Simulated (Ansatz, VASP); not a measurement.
## Cu: VASP beside Ansatz

```
CELL_PARAMETERS angstrom
0.00000 1.80750 1.80750
1.80750 0.00000 1.80750
1.80750 1.80750 0.00000
ATOMIC_POSITIONS crystal
Cu 0.00000 0.00000 0.00000
```

Alike in both runs: task relaxation of cell and atoms; functional PBE; k mesh 20 × 20 × 20; occupations gaussian, width 0.1 eV; no spin polarisation.

|  | VASP | Ansatz |
| --- | --- | --- |
| version | VASP 6.6.1 | Ansatz 0.2.0 |
| potentials or method | VASP PAW PBE potentials, release 64 (Cu) | scalar-relativistic, plane waves, PAW |
| plane-wave cutoff (eV) | 600 | 420 |
| valence electrons in the cell | 11 | 19 |

```tsv
	VASP	Ansatz	Ansatz less VASP
gap on the k mesh at the Fermi level, each at its own relaxed structure (eV)	none	none	-
relaxed volume (Å³/atom)	12.01	11.96	-0.051
relaxed cell length with the largest relative difference (Å)	2.570	2.567	-0.0036
energy change over the relaxation (meV/atom)	-1	-1	+0.6
```

A gap of «none» marks a metal or a gap that the smearing closes. The two sets of potentials don't hold the same shells in valence.

PBE usually gives volumes a little too large and moduli too small. Zero-point motion and thermal expansion aren't in these numbers.
